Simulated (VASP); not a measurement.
# CdS (Greenockite) (P6_3mc) in VASP: notebook

One crystal, CdS (Greenockite), is run at these levels: PBE; tasks: single point.

All numbers are computed with VASP 6.6.1; they aren't measurements. Logs are shortened: lines on timing, memory, paths and dates and some standing lists are left out, and cuts for length are marked.

## (1) The crystal as given

The structure is hexagonal, space group P6_3mc (No. 186). The conventional cell has a = 4.150 Å, b = 4.150 Å, c = 6.737 Å, α = 90.00°, β = 90.00°, γ = 120.00°. Around Cd (site symmetry 3m) lie 4 S at 2.53 to 2.54 Å. S (site symmetry 3m) has 4 Cd at 2.53 to 2.54 Å as nearest neighbours.

## (2) Single point, PBE, spin-orbit coupling, no magnetisation

INCAR

```
ALGO     = Normal         # electronic algorithm
EDIFF    = 1E-7           # SCF threshold, eV
ENCUT    = 350            # plane-wave cutoff, eV
GGA      = PE             # functional
GGA_COMPAT= F            
ISIF     = 2              # what is computed and relaxed
ISMEAR   = 0              # smearing method
LASPH    = T              # aspherical terms in the spheres
LCHARG   = F              # write CHGCAR
LORBIT   = 11             # projections on sites
LREAL    = F              # projectors in reciprocal space
LSORBIT  = T              # spin-orbit coupling
LWAVE    = F              # write WAVECAR
MAGMOM   = 0 0 0 0 0 0 0 0 0 0 0 0 # initial moments
NBANDS   = 52             # bands
NELM     = 100            # most SCF steps
PREC     = Accurate       # precision mode
SIGMA    = 0.02           # smearing width, eV
```

KPOINTS

```
k-points
0
Gamma
  3 3 2
```

POSCAR

```
CdS
1.0
    4.1500000000      0.0000000000      0.0000000000
   -2.0750000000      3.5940054257      0.0000000000
    0.0000000000      0.0000000000      6.7370000000
Cd S
2 2
Direct
    0.6666666667      0.3333333333      0.5000000000
    0.3333333333      0.6666666667      0.0000000000
    0.6666666667      0.3333333333      0.8750000000
    0.3333333333      0.6666666667      0.3750000000
```

Potentials or basis: VASP PAW PBE potentials, release 64 (Cd, S).

Run with:

```sh
> cat potpaw_PBE.64/Cd/POTCAR potpaw_PBE.64/S/POTCAR > POTCAR
> mpirun -np 1 vasp_ncl > vasp.out
```

OUTCAR:

```text
EDIFF = 1E-7
   ENCUT = 350
   GGA = PE
   ISIF = 2
   ISMEAR = 0
   LASPH = T
   LORBIT = 11
   LREAL = F
   LSORBIT = T
   NELM = 100
   PREC = Accurate

 Found      6 irreducible k-points:

 Following reciprocal coordinates:
            Coordinates               Weight
  0.000000  0.000000  0.000000      1.000000
  0.333333  0.000000  0.000000      6.000000
  0.333333  0.333333  0.000000      2.000000
  0.000000  0.000000  0.500000      1.000000
  0.333333  0.000000  0.500000      6.000000
  0.333333  0.333333  0.500000      2.000000
   k-points           NKPTS =      6   k-points in BZ     NKDIM =      6   number of bands    NBANDS=     52
   number of dos      NEDOS =    301   number of ions     NIONS =      4
   total plane-waves  NPLWV =  32928
   dimension x,y,z NGX =    28 NGY =   28 NGZ =   42
   dimension x,y,z NGXF=    56 NGYF=   56 NGZF=   84
   ions per type =               2   2
   NGX,Y,Z   is equivalent  to a cutoff of  11.22, 11.22, 10.36 a.u.
   NGXF,Y,Z  is equivalent  to a cutoff of  22.43, 22.43, 20.73 a.u.
 SYSTEM =  unknown system
   PREC   = accura    normal or accurate (medium, high low for compatibility)
   ISTART =      0    job   : 0-new  1-cont  2-samecut
   ICHARG =      2    charge: 1-file 2-atom 10-const
   ISPIN  =      1    spin polarized calculation?
   LNONCOLLINEAR =      T non collinear calculations
   LSORBIT =      T    spin-orbit coupling
   LASPH  =      T    aspherical Exc in radial PAW
   ENCUT  =  350.0 eV  25.72 Ry    5.07 a.u.   6.33  6.33 10.28*2*pi/ulx,y,z
   NELM   =    100;   NELMIN=  2; NELMDL= -5     # of ELM steps
   EDIFF  = 0.1E-06   stopping-criterion for ELM
   LREAL  =      F    real-space projection
   EDIFFG = 0.1E-05   stopping-criterion for IOM
   NSW    =      0    number of steps for IOM
   IBRION =     -1    ionic relax: 0-MD 1-quasi-New 2-CG
   NFREE  =      0    steps in history (QN), initial steepest desc. (CG)
   ISIF   =      2    stress and relaxation
   ISYM   =      2    0-nonsym 1-usesym 2-fastsym
   POTIM  = 0.5000    time-step for ionic-motion
   TEBEG  =    0.0;   TEEND  =   0.0 temperature during run
   PSTRESS=    0.0 pullay stress
   NELECT =      36.0000    total number of electrons
   NUPDOWN=      -1.0000    fix difference up-down
   EMIN   =  10.00;   EMAX   =-10.00  energy-range for DOS
   EFERMI =   0.00;   METHOD = LEGACY
   ISMEAR =     0;   SIGMA  =   0.02  broadening in eV -4-tet -1-fermi 0-gaus
   EFERMI_NEDOS =   21; number of points for ismear=-14 and -15
   IALGO  =     38    algorithm
   IMIX   =      4    mixing-type and parameters
     AMIX     =   0.40;   BMIX     =  1.00
     AMIX_MAG =   1.60;   BMIX_MAG =  1.00
  volume/ion in A,a.u.               =      25.12       169.52
  Fermi-wavevector in a.u.,A,eV,Ry     =   1.162727  2.197236 18.394190  1.351935
  Thomas-Fermi vector in A             =   2.299285
   LORBIT       =     11    0 simple, 1 ext, 2 COOP (PROOUT), +10 PAW based schemes
   GGA     = PE    functional components
   LHFCALC =     F    Hartree Fock is set to
   AEXX    =    0.0000 exact exchange contribution
   IVDW    =     0    specifies the selected vdW correction
   LEPSILON=     F    determine dielectric tensor
   LRPA    =     F    only Hartree local field effects (RPA)
 Gauss-broadening in eV      SIGMA  =   0.02
  energy-cutoff  :      350.00
  volume of cell :      100.48
 maximum number of plane-waves:      3040
 NGX is ok and might be reduce to    28
   NGX = 13   NGY = 13   NGZ = 21

 number of electron      36.0000000 magnetization       0.0000000      0.0000000      0.0000000

 number of electron      36.0000023 magnetization      -0.0000000     -0.0000000     -0.0000000

 number of electron      36.0000023 magnetization      -0.0000000      0.0000000      0.0000000

 number of electron      36.0000023 magnetization      -0.0000000     -0.0000000      0.0000000

 Free energy of the ion-electron system (eV)
  ---------------------------------------------------
  ext. energy  EPLUGINS =         0.00000000
  ---------------------------------------------------
  free energy    TOTEN  =       -12.15846017 eV

  energy without entropy =      -12.15846017  energy(sigma->0) =      -12.15846017

 E-fermi :   1.3778     XC(G=0):  -9.0688

 val. band max:        1.2658859187   @ k =   0.0000   0.0000   0.0000
 cond. band min:       2.4235437754   @ k =   0.0000   0.0000   0.0000
 fundamental gap:      1.1576578568
 Fermi energy:         1.3778136471

 k-point     1 :       0.0000    0.0000    0.0000
  band No.  band energies     occupation
      1     -11.0472      1.00000
      2     -11.0472      1.00000
      3     -10.6220      1.00000
      4     -10.6220      1.00000
      5      -6.7222      1.00000
      6      -6.7222      1.00000
[... 295 lines left out ...]
     47       7.7308      0.00000
     48       7.7308      0.00000
 [bands above 48 left out]

------------------------ aborting loop because EDIFF is reached ----------------------------------------

  FORCE on cell =-STRESS in cart. coord.  units (eV):
  Direction    XX          YY          ZZ          XY          YZ          ZX
  --------------------------------------------------------------------------------------
  -------------------------------------------------------------------------------------
  Total        1.4964481      1.4964481      1.3555196      0.0000000      0.0000000      0.0000000
  in kB       23.8604636     23.8604636     21.6133958      0.0000000      0.0000000      0.0000000
  external PRESSURE =      23.1114410 kB  Pullay stress =       0.0000000 kB

 VOLUME and BASIS-vectors are now :
 -----------------------------------------------------------------------------
  energy-cutoff  :      350.00
  volume of cell :      100.48
      direct lattice vectors                 reciprocal lattice vectors
     4.150000000  0.000000000  0.000000000     0.240963855  0.139120547  0.000000000
    -2.075000000  3.594005426  0.000000000     0.000000000  0.278241094  0.000000000
     0.000000000  0.000000000  6.737000000     0.000000000  0.000000000  0.148434021

 POSITION                                       TOTAL-FORCE (eV/Angst)
 -----------------------------------------------------------------------------------
      2.07500      1.19800      3.36850         0.000000      0.000000     -0.018885
     -0.00000      2.39600      0.00000         0.000000     -0.000000     -0.018885
      2.07500      1.19800      5.89487        -0.000000      0.000000      0.018885
     -0.00000      2.39600      2.52637        -0.000000     -0.000000      0.018885
 -----------------------------------------------------------------------------------
    total drift:                               -0.000000      0.000000     -0.000656

  FREE ENERGIE OF THE ION-ELECTRON SYSTEM (eV)
  ---------------------------------------------------
  free  energy   TOTEN  =       -12.1584601651 eV

  energy  without entropy=      -12.1584601651  energy(sigma->0) =      -12.15846017

 Spin-Orbit-Coupling matrix elements

 Ion:    1  E_soc:     -0.0565602
 l=   1
     0.0000000    -0.0024543    -0.0024908
    -0.0024543     0.0000000    -0.0024543
    -0.0024908    -0.0024543     0.0000000
 l=   2
     0.0000000    -0.0013835     0.0000000    -0.0013835    -0.0055993
    -0.0013835     0.0000000    -0.0041875    -0.0013723    -0.0013835
     0.0000000    -0.0041875     0.0000000    -0.0041875     0.0000000
    -0.0013835    -0.0013723    -0.0041875     0.0000000    -0.0013835
    -0.0055993    -0.0013835     0.0000000    -0.0013835     0.0000000
 l=   3
     0.0000000     0.0000000     0.0000000     0.0000000     0.0000000     0.0000000     0.0000000
     0.0000000     0.0000000     0.0000000     0.0000000     0.0000000     0.0000000     0.0000000
     0.0000000     0.0000000     0.0000000     0.0000000     0.0000000     0.0000000     0.0000000
     0.0000000     0.0000000     0.0000000     0.0000000     0.0000000     0.0000000     0.0000000
     0.0000000     0.0000000     0.0000000     0.0000000     0.0000000     0.0000000     0.0000000
     0.0000000     0.0000000     0.0000000     0.0000000     0.0000000     0.0000000     0.0000000
     0.0000000     0.0000000     0.0000000     0.0000000     0.0000000     0.0000000     0.0000000

 Ion:    2  E_soc:     -0.0565602
 l=   1
     0.0000000    -0.0024543    -0.0024908
    -0.0024543     0.0000000    -0.0024543
    -0.0024908    -0.0024543     0.0000000
 l=   2
     0.0000000    -0.0013835     0.0000000    -0.0013835    -0.0055993
    -0.0013835     0.0000000    -0.0041875    -0.0013723    -0.0013835
     0.0000000    -0.0041875     0.0000000    -0.0041875     0.0000000
    -0.0013835    -0.0013723    -0.0041875     0.0000000    -0.0013835
    -0.0055993    -0.0013835     0.0000000    -0.0013835     0.0000000
 l=   3
     0.0000000     0.0000000     0.0000000     0.0000000     0.0000000     0.0000000     0.0000000
     0.0000000     0.0000000     0.0000000     0.0000000     0.0000000     0.0000000     0.0000000
     0.0000000     0.0000000     0.0000000     0.0000000     0.0000000     0.0000000     0.0000000
     0.0000000     0.0000000     0.0000000     0.0000000     0.0000000     0.0000000     0.0000000
     0.0000000     0.0000000     0.0000000     0.0000000     0.0000000     0.0000000     0.0000000
     0.0000000     0.0000000     0.0000000     0.0000000     0.0000000     0.0000000     0.0000000
     0.0000000     0.0000000     0.0000000     0.0000000     0.0000000     0.0000000     0.0000000
[... 21 lines left out ...]
 Ion:    4  E_soc:     -0.0020520
 l=   1
     0.0000000    -0.0003444    -0.0003373
    -0.0003444     0.0000000    -0.0003444
    -0.0003373    -0.0003444     0.0000000
 l=   2
     0.0000000     0.0000000     0.0000000     0.0000000     0.0000000
     0.0000000     0.0000000     0.0000000     0.0000000     0.0000000
     0.0000000     0.0000000     0.0000000     0.0000000     0.0000000
     0.0000000     0.0000000     0.0000000     0.0000000     0.0000000
     0.0000000     0.0000000     0.0000000     0.0000000     0.0000000
 l=   3
     0.0000000     0.0000000     0.0000000     0.0000000     0.0000000     0.0000000     0.0000000
     0.0000000     0.0000000     0.0000000     0.0000000     0.0000000     0.0000000     0.0000000
     0.0000000     0.0000000     0.0000000     0.0000000     0.0000000     0.0000000     0.0000000
     0.0000000     0.0000000     0.0000000     0.0000000     0.0000000     0.0000000     0.0000000
     0.0000000     0.0000000     0.0000000     0.0000000     0.0000000     0.0000000     0.0000000
     0.0000000     0.0000000     0.0000000     0.0000000     0.0000000     0.0000000     0.0000000
     0.0000000     0.0000000     0.0000000     0.0000000     0.0000000     0.0000000     0.0000000

 total charge

# of ion       s       p       d       tot
------------------------------------------
    1        0.417   0.322   9.552  10.290
    2        0.417   0.322   9.552  10.290
    3        1.317   2.412   0.000   3.729
    4        1.317   2.412   0.000   3.729
--------------------------------------------------
tot          3.467   5.467  19.103  28.037

 magnetization (x)

# of ion       s       p       d       tot
------------------------------------------
    1        0.000   0.000  -0.000  -0.000
    2        0.000   0.000  -0.000  -0.000
    3        0.000  -0.000   0.000  -0.000
    4        0.000  -0.000   0.000  -0.000
--------------------------------------------------
tot          0.000  -0.000  -0.000  -0.000

 magnetization (y)

# of ion       s       p       d       tot
------------------------------------------
    1        0.000   0.000   0.000   0.000
    2        0.000   0.000   0.000   0.000
    3        0.000   0.000   0.000   0.000
    4        0.000   0.000   0.000   0.000
--------------------------------------------------
tot          0.000   0.000   0.000   0.000

 magnetization (z)

# of ion       s       p       d       tot
------------------------------------------
    1        0.000   0.000   0.000   0.000
    2        0.000  -0.000  -0.000  -0.000
    3       -0.000   0.000   0.000  -0.000
    4        0.000   0.000   0.000   0.000
--------------------------------------------------
tot          0.000   0.000  -0.000   0.000
```

Run time: 39 s. Hardware: 1 thread of AMD EPYC 7R13 (Zen 3), shared host; peak memory 0.27 GiB.

The run converged, but some of its settings lie outside the range that counts as converged, so its numbers aren't taken as properties of the crystal.

What came out:

```
Free energy                                           : -12.1585 eV
Pressure                                              : 2.3 GPa
Largest force                                         : 0.019 eV/Å
Valence electrons inside the program's atomic spheres : Cd 10.29; S 3.73
```

Caveat: the k mesh is coarse (spacing up to 0.58 Å⁻¹), so the values aren't converged.

## (3) Single point, PBE, spin-orbit coupling, no magnetisation

Edit INCAR of step 2 so:

```diff
@@ -2,3 +2,3 @@
 EDIFF    = 1E-7           # SCF threshold, eV
-ENCUT    = 350            # plane-wave cutoff, eV
+ENCUT    = 300            # plane-wave cutoff, eV
 GGA      = PE             # functional
```

KPOINTS

```
k-points
0
Gamma
  4 4 2
```

POSCAR is that of step 2.

Potentials or basis: VASP PAW PBE potentials, release 64 (Cd, S).

Run with:

```sh
> cat potpaw_PBE.64/Cd/POTCAR potpaw_PBE.64/S/POTCAR > POTCAR
> mpirun -np 1 vasp_ncl > vasp.out
```

It took 34 s on 1 thread of AMD EPYC 7R13 (Zen 3), shared host; peak memory 0.22 GiB.

These settings aren't checked as converged: the numbers below hold their error.

Results:

- Free energy: -12.2774 eV
- Largest force: 0.056 eV/Å
- Valence electrons inside the program's atomic spheres: Cd 10.28; S 3.73

Caveat: the k mesh is coarse (spacing up to 0.47 Å⁻¹), so the values aren't converged; the cutoff is under 1.25 times the usual one of these potentials, so pressure, stress and relaxed cells hold a basis-set (Pulay) error.

## (4) The reference run

An earlier run on the cell as given: functional PBEsol; potentials or basis VASP PAW PBE potentials, release 64 (Cd, S); cutoff 520 eV; k mesh 7 × 7 × 4; occupations fermi-dirac, width 0.05 eV; no spin polarisation.

- Pressure: -0.6 GPa
- Largest force: 0.067 eV/Å
- Band gap on the k mesh: 1.06 eV, direct
